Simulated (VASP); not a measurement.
# SnSe2 (P-3m1) in VASP: a series of runs, part 3 of 4

VASP 6.6.1.

## (5) Electric field gradients, PBE

INCAR

```
SYSTEM = SnSe2
PREC = Accurate
ENCUT = 520
EDIFF = 1E-8
ISMEAR = 0
SIGMA = 0.02
LREAL = .FALSE.
LASPH = .TRUE.
NELM = 80
ALGO = Normal
ISIF = 2
LWAVE = .FALSE.
LCHARG = .FALSE.
GGA = PE
LEFG = .TRUE.
```

KPOINTS

```
regular mesh
0
G
  8 8 5
  0 0 0
```

POSCAR

```
SnSe2
1.0
    3.8110000000      0.0000000000      0.0000000000
   -1.9055000000      3.3004228138      0.0000000000
    0.0000000000      0.0000000000      6.1360000000
Sn Se
1 2
Direct
    0.0000000000      0.0000000000      0.0000000000
    0.6666666667      0.3333333333      0.7510000000
    0.3333333333      0.6666666667      0.2490000000
```

Potentials or basis: VASP PAW PBE potentials, release 64 (Sn_d, Se).

The run is started by

```sh
cat potpaw_PBE.64/Sn_d/POTCAR potpaw_PBE.64/Se/POTCAR > POTCAR
mpirun -np 1 vasp_std > vasp.out
```

OUTCAR:

```text
SYSTEM = SnSe2
   PREC = Accurate
   ENCUT = 520
   EDIFF = 1E-8
   ISMEAR = 0
   LREAL = .FALSE.
   LASPH = .TRUE.
   NELM = 80
   ISIF = 2
   GGA = PE

 ion  position               nearest neighbor table
   1  0.000  0.000  0.000-   2 2.68   3 2.68   3 2.68   2 2.68   2 2.68   3 2.68
   2  0.667  0.333  0.751-   1 2.68   1 2.68   1 2.68
   3  0.333  0.667  0.249-   1 2.68   1 2.68   1 2.68

  LATTYP: Found a hexagonal cell.
 ALAT       =     3.8110000000
 C/A-ratio  =     1.6100760955

  Lattice vectors:

 A1 = (   3.8110000000,   0.0000000000,   0.0000000000)
 A2 = (  -1.9055000000,   3.3004228138,   0.0000000000)
 A3 = (   0.0000000000,   0.0000000000,   6.1360000000)

Analysis of symmetry for initial positions (statically):
=====================================================================
 Subroutine PRICEL returns:
 Original cell was already a primitive cell.

 Routine SETGRP: Setting up the symmetry group for a
 hexagonal supercell.

 Subroutine GETGRP returns: Found 12 space group operations
 (whereof 12 operations were pure point group operations)
 out of a pool of 24 trial point group operations.

The static configuration has the point symmetry D_3d.

Analysis of symmetry for dynamics (positions and initial velocities):
=====================================================================
 Subroutine PRICEL returns:
 Original cell was already a primitive cell.

 Routine SETGRP: Setting up the symmetry group for a
 hexagonal supercell.

 Subroutine GETGRP returns: Found 12 space group operations
 (whereof 12 operations were pure point group operations)
 out of a pool of 24 trial point group operations.

The dynamic configuration has the point symmetry D_3d.

 Subroutine INISYM returns: Found 12 space group operations
 (whereof 12 operations are pure point group operations),
 and found     1 'primitive' translations

----------------------------------------------------------------------------------------

                                     Primitive cell

  volume of cell :      77.1781

  direct lattice vectors                    reciprocal lattice vectors
     3.811000000  0.000000000  0.000000000     0.262398321  0.151495741  0.000000000
    -1.905500000  3.300422814  0.000000000     0.000000000  0.302991482  0.000000000
     0.000000000  0.000000000  6.136000000     0.000000000  0.000000000  0.162972621

  length of vectors
     3.811000000  3.811000000  6.136000000     0.302991482  0.302991482  0.162972621

  position of ions in fractional coordinates (direct lattice)
     0.000000000  0.000000000  0.000000000
     0.666666667  0.333333333  0.751000000
     0.333333333  0.666666667  0.249000000

  ion indices of the primitive-cell ions
   primitive index   ion index
                 1           1
                 2           2
                 3           3

----------------------------------------------------------------------------------------
[... 82 lines left out ...]
   NUPDOWN=      -1.0000    fix difference up-down
   EMIN   =  10.00;   EMAX   =-10.00  energy-range for DOS
   EFERMI =   0.00;   METHOD = LEGACY
   ISMEAR =     0;   SIGMA  =   0.02  broadening in eV -4-tet -1-fermi 0-gaus
   EFERMI_NEDOS =   21; number of points for ismear=-14 and -15
   IALGO  =     38    algorithm
   IMIX   =      4    mixing-type and parameters
     AMIX     =   0.40;   BMIX     =  1.00
     AMIX_MAG =   1.60;   BMIX_MAG =  1.00
  volume/ion in A,a.u.               =      25.73       173.61
  Fermi-wavevector in a.u.,A,eV,Ry     =   1.139116  2.152617 17.654722  1.297585
  Thomas-Fermi vector in A             =   2.275820
   LORBIT       =      0    0 simple, 1 ext, 2 COOP (PROOUT), +10 PAW based schemes
   GGA     = PE    functional components
   LHFCALC =     F    Hartree Fock is set to
   AEXX    =    0.0000 exact exchange contribution
   IVDW    =     0    specifies the selected vdW correction
   LEPSILON=     F    determine dielectric tensor
   LRPA    =     F    only Hartree local field effects (RPA)
 non-spin polarized calculation
 Gauss-broadening in eV      SIGMA  =   0.02
  energy-cutoff  :      520.00
  volume of cell :       77.18
 maximum number of plane-waves:      2095
   NGX = 15   NGY = 15   NGZ = 23

 number of electron      26.0000006 magnetization

 Free energy of the ion-electron system (eV)
  ---------------------------------------------------
  ext. energy  EPLUGINS =         0.00000000
  ---------------------------------------------------
  free energy    TOTEN  =       -11.74640023 eV

  energy without entropy =      -11.74640023  energy(sigma->0) =      -11.74640023

 E-fermi :   4.3311     XC(G=0):  -9.4542

 val. band max:        4.1749713992   @ k =   0.1250   0.0000   0.0000
 cond. band min:       4.9805536080   @ k =   0.5000   0.0000   0.4000
 fundamental gap:      0.8055822088
 Fermi energy:         4.3310789920

 k-point     1 :       0.0000    0.0000    0.0000
  band No.  band energies     occupation
      1     -17.0962      2.00000
      2     -17.0962      2.00000
      3     -17.0573      2.00000
      4     -17.0422      2.00000
      5     -17.0422      2.00000
      6      -9.8288      2.00000
[... 457 lines left out ...]
      4     -17.0371      2.00000
      5     -17.0188      2.00000
      6      -8.2304      2.00000
[... 9 lines left out ...]
     16      10.2059      0.00000
     17      10.9959      0.00000

 [... further k-points ...]

------------------------ aborting loop because EDIFF is reached ----------------------------------------

  FORCE on cell =-STRESS in cart. coord.  units (eV):
  Direction    XX          YY          ZZ          XY          YZ          ZX
  --------------------------------------------------------------------------------------
  -------------------------------------------------------------------------------------
  Total        2.4680258      2.4680258      3.1899453      0.0000000     -0.0000000      0.0000000
  in kB       51.2349589     51.2349589     66.2216413      0.0000000     -0.0000000      0.0000000
  external PRESSURE =      56.2305197 kB  Pullay stress =       0.0000000 kB

 VOLUME and BASIS-vectors are now :
 -----------------------------------------------------------------------------
  energy-cutoff  :      520.00
  volume of cell :       77.18
      direct lattice vectors                 reciprocal lattice vectors
     3.811000000  0.000000000  0.000000000     0.262398321  0.151495741  0.000000000
    -1.905500000  3.300422814  0.000000000     0.000000000  0.302991482  0.000000000
     0.000000000  0.000000000  6.136000000     0.000000000  0.000000000  0.162972621

 POSITION                                       TOTAL-FORCE (eV/Angst)
 -----------------------------------------------------------------------------------
      0.00000      0.00000      0.00000         0.000000      0.000000      0.000000
      1.90550      1.10014      4.60814        -0.000000      0.000000     -0.803838
     -0.00000      2.20028      1.52786         0.000000     -0.000000      0.803838
 -----------------------------------------------------------------------------------
    total drift:                                0.000000      0.000000      0.000000

  FREE ENERGIE OF THE ION-ELECTRON SYSTEM (eV)
  ---------------------------------------------------
  free  energy   TOTEN  =       -11.7464002321 eV

  energy  without entropy=      -11.7464002321  energy(sigma->0) =      -11.74640023

 Electric field gradients (V/A^2)
---------------------------------------------------------------------
 ion       V_xx      V_yy      V_zz      V_xy      V_xz      V_yz
---------------------------------------------------------------------
   1      -2.479    -2.479     4.958    -0.000     0.000    -0.000
   2      48.326    48.326   -96.652    -0.000     0.000    -0.000
   3      48.326    48.326   -96.652    -0.000     0.000    -0.000
---------------------------------------------------------------------

 Electric field gradients after diagonalization (V/A^2)
 (convention: |V_zz| > |V_xx| > |V_yy|)
----------------------------------------------------------------------
 ion       V_xx      V_yy      V_zz     asymmetry (V_yy - V_xx)/ V_zz
----------------------------------------------------------------------
   1      -2.479    -2.479     4.958       0.000
   2      48.326    48.326   -96.652       0.000
   3      48.326    48.326   -96.652       0.000
----------------------------------------------------------------------

           NMR quadrupolar parameters

 Cq : quadrupolar parameter    Cq=e*Q*V_zz/h
 eta: asymmetry parameters     (V_yy - V_xx)/ V_zz
 Q  : nuclear electric quadrupole moment in mb (millibarn)
----------------------------------------------------------------------
 ion       Cq(MHz)       eta       Q (mb)
----------------------------------------------------------------------
   1       0.012       0.000       1.000
   2      -0.234       0.000       1.000
   3      -0.234       0.000       1.000
----------------------------------------------------------------------
```

OSZICAR:

```text
N       E                     dE             d eps       ncg     rms          rms(c)
DAV:   1     0.197367049468E+03    0.19737E+03   -0.12528E+04  1377   0.174E+03
DAV:   2     0.894693335080E+01   -0.18842E+03   -0.18487E+03  1472   0.403E+02
DAV:   3    -0.113573721799E+02   -0.20304E+02   -0.19679E+02  1725   0.121E+02
DAV:   4    -0.120078490707E+02   -0.65048E+00   -0.64991E+00  1663   0.227E+01
DAV:   5    -0.120218572611E+02   -0.14008E-01   -0.14007E-01  2019   0.343E+00    0.523E+00
DAV:   6    -0.117669620237E+02    0.25490E+00   -0.59753E-01  2019   0.882E+00    0.340E+00
DAV:   7    -0.117461533037E+02    0.20809E-01   -0.17881E-01  1756   0.308E+00    0.100E+00
DAV:   8    -0.117458621641E+02    0.29114E-03   -0.14135E-02  1706   0.132E+00    0.284E-01
DAV:   9    -0.117463590898E+02   -0.49693E-03   -0.15447E-03  1620   0.325E-01    0.835E-02
DAV:  10    -0.117463658832E+02   -0.67934E-05   -0.12349E-04  2015   0.965E-02    0.319E-02
DAV:  11    -0.117463984477E+02   -0.32565E-04   -0.48474E-05  1535   0.428E-02    0.684E-03
DAV:  12    -0.117463995333E+02   -0.10856E-05   -0.22771E-06  1901   0.126E-02    0.599E-03
DAV:  13    -0.117464001451E+02   -0.61180E-06   -0.21680E-06  1481   0.900E-03    0.156E-03
DAV:  14    -0.117464002117E+02   -0.66570E-07   -0.88472E-08  1846   0.180E-03    0.517E-04
DAV:  15    -0.117464002302E+02   -0.18448E-07   -0.26751E-08  1250   0.114E-03    0.103E-04
DAV:  16    -0.117464002321E+02   -0.19190E-08   -0.16702E-09  1010   0.294E-04
   1 F= -.11746400E+02 E0= -.11746400E+02  d E =-.737299E-30
```

It took 58 s on 1 thread of Intel Xeon Platinum 8375C at 2.90GHz (Ice Lake), shared host; peak memory 0.21 GiB.

What came out:

```yaml
Free_energy: -11.7464 eV
Pressure: 5.6 GPa
Largest_force: 0.804 eV/Å
Band_gap_on_the_k_mesh: 0.81 eV, indirect (least direct gap 1.09 eV)
```

Forces in eV/Å, atoms in the order of the input:
```
Sn   0.000  0.000  0.000
Se   0.000  0.000 -0.804
Se   0.000  0.000  0.804
```

Levels at points of the mesh, in eV from the valence-band top:
```csv
k point,band 11,band 12,band 13,band 14,band 15,band 16
"(0.00, 0.00, 0.00)",-0.40,-0.40,-0.01,1.09,2.94,4.64
"(0.50, 0.00, 0.00)",-2.69,-1.20,-0.31,1.15,3.79,5.45
```

Electric field gradients, principal values (V/Å²):
```
atom     Vxx     Vyy      Vzz
1 Sn  -2.479  -2.479    4.958
2 Se  48.326  48.326  -96.652
3 Se  48.326  48.326  -96.652
```

Caveat: spin-orbit coupling is left out, which moves the levels of the heavy elements; an odd mesh through Γ misses points on the zone boundary, where band edges often lie; this functional lacks dispersion, which binds the layers, so the pressure and a relaxed spacing across them are unreliable.

(Part 3 of 4 ends here.)
